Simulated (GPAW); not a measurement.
# Near-edge structure at the P K edge of zinc-blende (GaP)₁₋ₓ(InP)ₓ at x = 0.125, part 2 of 3

Aim: the P K edge in zinc-blende (GaP)₁₋ₓ(InP)ₓ at x = 0.125, one member of a composition series.

GPAW 26.7.0; X-ray absorption from dipole matrix elements to empty bands, plane-wave PAW PBE.

So far. Step 3 (The field without a hole): The mesh shows a gap of 1.49 eV. The excited electron is kept all the same, so that all members of the series, with or without a gap, are treated alike.

### 5. Spectrum with XCH, P atom 2

The holes are 7.8 Å apart. In GPAW the data set carries the hole's charge, so charge=0 means a charged cell and charge=-1 a neutral one. The excited electron is kept in the cell, where it fills the lowest empty states and screens the hole. After the field has converged, empty bands are computed with the density fixed and the dipole matrix elements are summed.

The absorber has 4 Ga at 2.38 Å (tetrahedral).

Input file xas.py:

```python
import numpy as np
from ase import Atoms
from ase.parallel import parprint, paropen
from gpaw import GPAW, PW, FermiDirac, Mixer, MixerDif, setup_paths
from gpaw.test import gen
setup_paths.insert(0, '.')
gen('P', name='fch1s', xcname='PBE', corehole=(1, 0, 1), write_xml=True)
from gpaw.mpi import world
world.barrier()

atoms = Atoms('GaPGaPGaPGaPGaPGaPInPGaP',
    cell=[[0, 5.50325, 5.50325],
     [5.50325, 0, 5.50325],
     [5.50325, 5.50325, 0]],
    scaled_positions=[[0.000573, 0.998836, 0.998698],
     [0.1244399, 0.1244663, 0.1241861],
     [0.9984133, 0.9997907, 0.4992244],
     [0.1234846, 0.1251619, 0.6239404],
     [0.9990484, 0.4993242, 0.9973469],
     [0.1089318, 0.6287374, 0.1286418],
     [0.9993341, 0.5000961, 0.4990199],
     [0.1257003, 0.6246908, 0.6228039],
     [0.4993143, 0.9987422, 0.9992256],
     [0.6299418, 0.110114, 0.1273877],
     [0.498258, 0.999804, 0.4977142],
     [0.623385, 0.123018, 0.62433],
     [0.4980654, 0.4994812, 0.9991798],
     [0.6287849, 0.6282503, 0.1290551],
     [0.5008057, 0.4975396, 0.4996351],
     [0.6290877, 0.6293185, 0.6098278]],
    pbc=True)
atoms.calc = calc = GPAW(legacy_gpaw=True, mode=PW(400, force_complex_dtype=True), xc='PBE', setups={1: 'fch1s'},
    kpts={'size': (3, 3, 3), 'gamma': True}, occupations=FermiDirac(0.04),
    charge=-1, mixer=Mixer(0.1, 5, 50), maxiter=150,
    convergence={'density': 0.0001, 'eigenstates': 1e-6}, txt='scf.txt')
energy = atoms.get_potential_energy() + calc.get_reference_energy()
ef = calc.get_fermi_level()
out = dict(energy=energy, fermi=ef, forces=atoms.get_forces().tolist())
parprint(f'all-electron energy {energy:.4f} eV, Fermi level {ef:.4f} eV')
ev = np.array([[calc.get_eigenvalues(k, s) for k in range(len(calc.get_ibz_k_points()))] for s in range(calc.get_number_of_spins())])
out['homo'], out['lumo'], out['counts'] = ev[ev < ef].max(), ev[ev > ef].min(), sorted(set((ev < ef).sum((0, 2)).tolist()))
out['filled'] = (ev[:, 0] < ef).sum(1).tolist()

from ase.units import Ha
from gpaw.xas import dipole_matrix_elements
nb = int(calc.get_number_of_electrons() / 2) + 171
top, nb = nb, nb + 8 + nb // 12
nscf = calc.fixed_density(kpts={'size': (4, 4, 4), 'gamma': True}, nbands=nb,
    convergence={'bands': top, 'eigenstates': 5e-3}, maxiter=60, txt='nscf.txt')
cell = atoms.cell.array
ops = [cell.T @ U.T @ np.linalg.inv(cell.T) for U in nscf.wfs.kd.symmetry.op_scc]
filled = [37]  # bands filled in the ground state, by spin
E = np.arange(-6, 30, 0.1)
fwhm = np.interp(E, [4, 25], [0.9, 3.5])
Y, X, zero, highest = 0, 0, 1e9, 1e9
for spin in range(nscf.get_number_of_spins()):
    wfs = nscf.wfs
    mine = wfs.bd.get_slice()  # this rank's bands
    A = dipole_matrix_elements(wfs.setups[1])
    eps = np.zeros((wfs.kd.nibzkpts, nb))
    d = np.zeros((3, A.shape[1], wfs.kd.nibzkpts, nb), complex)
    for kpt in wfs.kpt_u:
        if kpt.s == spin and 1 in kpt.P_ani:
            eps[kpt.k, mine] = kpt.eps_n * Ha
            d[:, :, kpt.k, mine] = (kpt.weight * wfs.nspins / 2) ** 0.5 * np.inner(A, kpt.P_ani[1])
    world.sum(eps)
    world.sum(d)
    T = np.einsum('amkn,bmkn->abkn', d, d.conj()).real
    T = sum(np.einsum('ai,ijkn,bj->abkn', R, T, R) for R in ops) / len(ops)
    empty = np.ones_like(eps, bool) & (np.arange(nb) >= filled[spin])
    zero, highest = min(zero, eps[empty].min()), min(highest, eps[:, top - 1].min())
    lines = [(eps, T, empty)] if spin == 0 else lines + [(eps, T, empty)]
for eps, T, empty in lines:
    f = np.einsum('aakn->akn', T).reshape(3, -1)
    x = eps.ravel() - zero
    w = np.interp(x, E, fwhm) / 2.35482
    g = np.exp(-0.5 * ((E[:, None] - x) / w) ** 2) / (w * (2 * np.pi) ** 0.5)
    Y = Y + (f * empty.ravel()) @ g.T
    X = X + (f * ~empty.ravel()) @ g.T
out.update(E=E.round(2).tolist(), xas=Y.tolist(), xes=X.tolist(), zero=zero, valid=highest - zero, nk=len(eps), nb=nb)
for i in range(0, len(E), 10):
    parprint(f'{E[i]:7.2f}', *(f'{v:10.3e}' for v in Y[:, i]))
import json
with paropen('out.json', 'w') as f:
    json.dump(out, f)
```

Command:

```bash
$ OMP_NUM_THREADS=1 mpirun -n 4 gpaw python xas.py
```

Numbers of over 12 decimals in the logs are rounded to 6 here.

What it wrote:

```text
Input parameters:
  charge: -1
  convergence: {density: 0.0001,
                eigenstates: 1e-06}
  kpts: {gamma: True,
         size: (3, 3, 3)}
  maxiter: 150
  mixer: {backend: pulay,
          beta: 0.1,
          method: separate,
          nmaxold: 5,
          weight: 50}
  mode: {ecut: 400.0,
         force_complex_dtype: True,
         name: pw}
  occupations: {fixmagmom: False,
                name: fermi-dirac,
                width: 0.04}
  setups: {1: fch1s}
  xc: PBE

Initialize ...

[... PAW data sets ...]

Reference energy: -602425.401747  # eV

Spin-paired calculation

[... convergence settings ...]
Symmetries present (total): 1
  [... symmetry matrices ...]

27 k-points: 3 x 3 x 3 Monkhorst-Pack grid
14 k-points in the irreducible part of the Brillouin zone
       k-points in crystal coordinates                weights
   0:     0.00000000    0.00000000    0.00000000          1/27
   1:     0.00000000    0.00000000    0.33333333          2/27
   2:     0.00000000    0.33333333   -0.33333333          2/27
   3:     0.00000000    0.33333333    0.00000000          2/27
   4:     0.00000000    0.33333333    0.33333333          2/27
   5:     0.33333333   -0.33333333   -0.33333333          2/27
   6:     0.33333333   -0.33333333    0.00000000          2/27
   7:     0.33333333   -0.33333333    0.33333333          2/27
   8:     0.33333333    0.00000000   -0.33333333          2/27
   9:     0.33333333    0.00000000    0.00000000          2/27
          ...
  13:     0.33333333    0.33333333    0.33333333          2/27

Wave functions: Plane wave expansion
  Cutoff energy: 400.000 eV
  Number of coefficients (min, max): 5985, 6106
  Pulay-stress correction: 0.000000 eV/Ang^3 (de/decut=0.000000)
  Using FFTW library
  Wavefunction extrapolation:
    Improved wavefunction reuse through dual PAW basis

Occupation numbers: Fermi-Dirac:
  width: 0.0400  # eV

Eigensolver
   Davidson(niter=2)

Densities:
  Coarse grid: 36*36*36 grid
  Fine grid: 72*72*72 grid
  Total Charge: 0.000000

Density mixing:
  Method: separate
  Backend: pulay
  Linear mixing parameter: 0.1
  old densities: 5
  Width of damping distribution: 1.1
  Damping of long wavelength oscillations: 50

[... Hamiltonian set-up ...]
Number of atoms: 16
Number of atomic orbitals: 69
Number of bands in calculation: 49
Number of valence electrons: 75
Bands to converge: occupied

... initialized

Initializing position-dependent things.

Density initialized from atomic densities
Creating initial wave functions:
  49 bands from LCAO basis set

                            Ga

                              Ga

                      Ga           Ga
                           Ga
                        P
                            In
                P
                    Ga            Ga
                 P
         P             P

              P

                P
       P

Atomic positions and initial magnetic moments

Positions:
   0 Ga    10.992929    5.499238    5.499998    ( 0.0000,  0.0000,  0.0000)
   1 P      1.368396    1.368251    1.369793    ( 0.0000,  0.0000,  0.0000)
   2 Ga     8.249455    8.241875   10.996616    ( 0.0000,  0.0000,  0.0000)
   3 P      4.122497    4.113267    1.368364    ( 0.0000,  0.0000,  0.0000)
   4 Ga     8.236555   10.986662    8.245919    ( 0.0000,  0.0000,  0.0000)
   5 P      4.168047    1.307427    4.059578    ( 0.0000,  0.0000,  0.0000)
   6 Ga     5.498385    8.245817    8.251739    ( 0.0000,  0.0000,  0.0000)
[...]
13 P      4.167641    4.170583    6.917779    ( 0.0000,  0.0000,  0.0000)
  14 Ga     5.487702    5.505676    5.494144    ( 0.0000,  0.0000,  0.0000)
  15 P      6.819332    6.818062    6.925324    ( 0.0000,  0.0000,  0.0000)

Unit cell:
           periodic     x           y           z      points  spacing
  1. axis:    yes    0.000000    5.503250    5.503250    36     0.1765
  2. axis:    yes    5.503250    0.000000    5.503250    36     0.1765
  3. axis:    yes    5.503250    5.503250    0.000000    36     0.1765

  Lengths:   7.782771   7.782771   7.782771
  Angles:   60.000000  60.000000  60.000000

Effective grid spacing dv^(1/3) = 0.1926

iter:   1   -86.234881
iter:   2   -84.215914   -1.57  -0.87
iter:   3   -81.680946   -1.19  -0.92
iter:   4   -81.830102   -1.99  -1.20
iter:   5   -81.613551   -2.32  -1.23
iter:   6   -81.574083   -2.38  -1.69
iter:   7   -81.539827   -3.03  -1.98
iter:   8   -81.540890c  -3.78  -2.58
iter:   9   -81.537121c  -4.24  -2.55
iter:  10   -81.537304c  -4.81  -3.00
iter:  11   -81.537075c  -5.65  -2.99
iter:  12   -81.537051c  -5.96  -3.21
iter:  13   -81.537057c  -6.37c -3.42
iter:  14   -81.537055c  -6.90c -3.48
iter:  15   -81.537068c  -6.92c -3.57
iter:  16   -81.537067c  -8.07c -4.09c

Converged after 16 iterations.

Dipole moment: (-23.199293, -23.255682, -25.423545) |e|*Ang

Energy contributions relative to reference atoms: (reference = -602425.401747)

Kinetic:       +207.836591
Potential:     -187.432289
External:        +0.000000
XC:            -102.278171
Entropy (-ST):   -0.018884
Local:           +0.346244
SIC:             +0.000000
--------------------------
Free energy:    -81.546509
Extrapolated:   -81.537067

Showing only first 2 kpts
 Kpt  Band  Eigenvalues  Occupancy
  0    35      4.87404    2.00000
  0    36      4.91737    2.00000
  0    37      5.57599    2.00000
  0    38      6.48461    1.53653

  1    35      4.53102    2.00000
  1    36      4.53247    2.00000
  1    37      6.24848    1.99835
[...]
Fermi level: 6.53255

No gap
No difference between direct/indirect transitions

Forces in eV/Ang:
  0 Ga   -0.40714   -0.43267   -0.38408
  1 P     0.00814    0.01187   -0.02641
  2 Ga    0.41940    0.42441   -0.41483
  3 P    -0.03490   -0.01791    0.05899
  4 Ga    0.39892   -0.40854    0.42109
  5 P     0.00800    0.06671   -0.00583
  6 Ga    0.00974    0.01600   -0.02349
[...]
13 P     0.01548    0.00888   -0.05461
 14 Ga    0.02670   -0.00538   -0.00712
 15 P    -0.00356   -0.01186   -0.00434
Scalar-relativistic atomic PBE calculation for P (Phosphorus, Z=15)
Core hole in 1s state (1s occupation: 1.0)
450 radial gridpoints.
|------------------------------------------------|
|------------------------------------------------|
[... the atom generator's iteration count ...]

Energy contributions:
-------------------------
Kinetic:     +262.827971
XC:           -18.802338
Potential:   -506.301350
-------------------------
Total:       -262.275717

state      eigenvalue         ekin         rmax
-----------------------------------------------
1s^1.0 :   -82.638549   110.566952        0.067
2s^2.0 :    -7.880838    17.711957        0.400
2p^6.0 :    -6.208215    17.410471        0.328
3s^2.0 :    -0.985623     2.830847        1.423
3p^3.0 :    -0.622564     2.237529        1.549
-----------------------------------------------
(units: Bohr and Hartree)

Generating PAW setup
Kinetic energy of the core from tauc = 251.042791
Cutoffs:
rc(s)=1.800
rc(p)=1.800
rc(d)=1.800
rc(vbar)=1.620
rc(comp)=1.800
rc(nct)=1.800

Kinetic energy of the core states: 250.453690
Charge: 1.0
Core electrons: 9.0
Valence electrons: 5.0
Pseudo-core charge: 0.080239
Shape function alpha=3.086
Pseudo-electron charge 5.484265
state    eigenvalue         norm
--------------------------------
3s(2) :    -0.985623     1.194581
*s    :     0.014377
3p(3) :    -0.622564     1.004954
*p    :     0.377436
*d    :     0.000000
--------------------------------

Diagonalizing with gridspacing h=0.050

state   all-electron     PAW
-------------------------------
3s:      -0.985623    -0.986051
3p:      -0.622564    -0.622827
*d:                   -0.149877
*f:                   -0.018076
-------------------------------
all-electron energy -602506.9388 eV, Fermi level 6.5325 eV
[...]
27.00  2.858e-06  2.860e-06  2.856e-06
  28.00  2.605e-06  2.608e-06  2.606e-06
  29.00  2.409e-06  2.410e-06  2.415e-06
```

Wall time 3 min (4 MPI ranks of INTEL XEON PLATINUM 8581C at 2.10GHz (Emerald Rapids), shared host); peak memory 0.67 GiB; 12 min of CPU time.

The P K spectrum, P atom 2, excited-electron core hole (neutral cell) (energy from the bottom of the conduction band, which holds the excited electron; intensity scaled to a mean of 1 over the first 20 eV):

```tsv
E (eV)	intensity
-2.00	0.00
-1.25	0.00
-0.50	0.00
0.25	0.19
1.00	1.24
1.75	1.51
2.50	1.22
3.25	1.43
4.00	2.20
4.75	1.16
5.50	0.86
6.25	1.17
7.00	1.49
7.75	1.02
8.50	0.98
9.25	0.91
10.00	0.77
10.75	0.74
11.50	0.78
12.25	0.86
13.00	0.95
13.75	0.98
14.50	0.90
15.25	0.81
16.00	0.79
16.75	0.80
17.50	0.79
18.25	0.75
19.00	0.73
19.75	0.73
20.50	0.73
21.25	0.71
22.00	0.69
22.75	0.71
23.50	0.78
24.25	0.87
25.00	0.91
25.75	0.88
```

Main maxima below 24 eV (height): 1.4 eV (1.65), 3.8 eV (2.32), 6.8 eV (1.53) and 13.6 eV (0.98). A K edge sees empty p states on the absorber.

The total-energy difference is 2155.91 eV. One term is added: -15.96 eV, since the hole is spin-paired here and a spin-polarised one costs that much less in the free atom (computed apart). The photon energy is then 2139.95 eV. The functional leaves an error of a few eV in such absolute values.

### 6. Reference energy of the cell

The absorbing element, whose data set is made anew, changes for the next run, so it gets a reference energy of its own.

Input file scf.py:

```python
import numpy as np
from ase import Atoms
from ase.parallel import parprint, paropen
from gpaw import GPAW, PW, FermiDirac, Mixer, MixerDif, setup_paths
from gpaw.test import gen
setup_paths.insert(0, '.')
gen('Ga', name='nch1s', xcname='PBE', corehole=(1, 0, 0), write_xml=True)
from gpaw.mpi import world
world.barrier()

atoms = Atoms('GaPGaPGaPGaPGaPGaPInPGaP',
    cell=[[0, 5.50325, 5.50325],
     [5.50325, 0, 5.50325],
     [5.50325, 5.50325, 0]],
    scaled_positions=[[0.000573, 0.998836, 0.998698],
     [0.1244399, 0.1244663, 0.1241861],
     [0.9984133, 0.9997907, 0.4992244],
     [0.1234846, 0.1251619, 0.6239404],
     [0.9990484, 0.4993242, 0.9973469],
     [0.1089318, 0.6287374, 0.1286418],
     [0.9993341, 0.5000961, 0.4990199],
     [0.1257003, 0.6246908, 0.6228039],
     [0.4993143, 0.9987422, 0.9992256],
     [0.6299418, 0.110114, 0.1273877],
     [0.498258, 0.999804, 0.4977142],
     [0.623385, 0.123018, 0.62433],
     [0.4980654, 0.4994812, 0.9991798],
     [0.6287849, 0.6282503, 0.1290551],
     [0.5008057, 0.4975396, 0.4996351],
     [0.6290877, 0.6293185, 0.6098278]],
    pbc=True)
atoms.calc = calc = GPAW(legacy_gpaw=True, mode=PW(400, force_complex_dtype=True), xc='PBE', setups={0: 'nch1s'},
    kpts={'size': (3, 3, 3), 'gamma': True}, occupations=FermiDirac(0.02),
    charge=0, mixer=Mixer(0.1, 5, 50), maxiter=150,
    convergence={'density': 0.0001, 'eigenstates': 1e-6}, txt='scf.txt')
energy = atoms.get_potential_energy() + calc.get_reference_energy()
ef = calc.get_fermi_level()
out = dict(energy=energy, fermi=ef, forces=atoms.get_forces().tolist())
parprint(f'all-electron energy {energy:.4f} eV, Fermi level {ef:.4f} eV')
ev = np.array([[calc.get_eigenvalues(k, s) for k in range(len(calc.get_ibz_k_points()))] for s in range(calc.get_number_of_spins())])
out['homo'], out['lumo'], out['counts'] = ev[ev < ef].max(), ev[ev > ef].min(), sorted(set((ev < ef).sum((0, 2)).tolist()))
out['filled'] = (ev[:, 0] < ef).sum(1).tolist()
import json
with paropen('out.json', 'w') as f:
    json.dump(out, f)
```

Command:

```bash
$ OMP_NUM_THREADS=1 mpirun -n 4 gpaw python scf.py
```

What it wrote:

```text
Input parameters:
  convergence: {density: 0.0001,
                eigenstates: 1e-06}
  kpts: {gamma: True,
         size: (3, 3, 3)}
  maxiter: 150
  mixer: {backend: pulay,
          beta: 0.1,
          method: separate,
          nmaxold: 5,
          weight: 50}
  mode: {ecut: 400.0,
         force_complex_dtype: True,
         name: pw}
  occupations: {fixmagmom: False,
                name: fermi-dirac,
[...]
4s(2) :    -0.328732     1.135119
*s    :     0.671268
4p(1) :    -0.094810     1.011555
*p    :     0.905190
*d    :     0.000000
--------------------------------

Diagonalizing with gridspacing h=0.050

state   all-electron     PAW
-------------------------------
4s:      -0.328732    -0.328886
4p:      -0.094810    -0.094897
*d:                    0.028969
*f:                    0.063419
-------------------------------
all-electron energy -604662.8476 eV, Fermi level 5.5649 eV
[key lines of the parts left out:]
Converged after 16 iterations.
Dipole moment: (-23.005581, -23.061683, -25.254009) |e|*Ang
Free energy:    -71.417203
Fermi level: 5.56486
```

Run time: 29 s. Hardware: 4 MPI ranks; peak memory 0.31 GiB; 1.9 min of CPU time.

Reference energy: -604662.848 eV with the cores included.

[end of part 2 of 3]

[Banner, clock and machine lines of the logs are left out without a mark of their own.]

[Logs are printed without paths, hosts, clocks, repeated set-up lines and the standing remarks that a program may print on its own settings, such as how far it seeks lower states.]

[Hosts, paths, dates, database ids (printed as entryN), source tags and the programs' standing remarks are cut or masked in the printed files.]

[Lists of maxima count a maximum above −3 eV only where it reaches 4 % of the highest in the window and stands out from its surroundings by 2 % of it (1.5 % where it reaches 55 %); shoulders and weaker maxima are passed over, and of the rest the first, up to two pre-edge ones and the few strongest are named.]
